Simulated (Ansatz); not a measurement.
## AgCl, pressure series

Start from AgCl in the rock salt structure (space group Fm-3m, No. 225).

```xyz
2
Lattice="0.0000 2.8057 2.8057 2.8057 0.0000 2.8057 2.8057 2.8057 0.0000" Properties=species:S:1:pos:R:3 pbc="T T T"
Cl     0.0000     0.0000     0.0000
Ag     2.8057     2.8057     2.8057
```

Cell and atoms are relaxed at each pressure.

Level of theory: plane-wave PAW DFT at the PBE level (Ansatz, an electronic-structure program, 420 eV), no spin-orbit coupling.

Notes on the quantities. enthalpy: H = E + PV relative to the base's energy.

```tsv
case	smallest direct gap	band gap	enthalpy	density
base	2.88 eV	0.92 eV	–	5.39 g/cm³
pressure −2 GPa	2.74 eV	0.95 eV	-0.28 eV/atom	5.10 g/cm³
pressure −1 GPa	2.81 eV	0.93 eV	-0.14 eV/atom	5.25 g/cm³
pressure 1.8 GPa	3.00 eV	0.91 eV	+0.24 eV/atom	5.60 g/cm³
pressure 4.2 GPa	3.15 eV	0.90 eV	+0.55 eV/atom	5.84 g/cm³
pressure 9 GPa	3.41 eV	0.91 eV	+1.14 eV/atom	6.23 g/cm³
pressure 18 GPa	3.60 eV	?	+2.17 eV/atom	6.80 g/cm³
pressure 30 GPa	3.27 eV	1.05 eV	+3.42 eV/atom	7.37 g/cm³
pressure 45 GPa	2.93 eV	1.18 eV	+4.88 eV/atom	7.94 g/cm³
pressure 60 GPa	2.63 eV	?	+6.24 eV/atom	?
```

Task: Complete the table.

Result: 
- pressure 18 GPa, band gap: 0.96 eV
- pressure 60 GPa, band gap: 1.31 eV
- pressure 60 GPa, density: 8.41 g/cm³

Load acts through the strain it causes; cell and atoms are relaxed under it. Whether these cells are dynamically stable was not tested. Competing high-pressure phases were not computed.
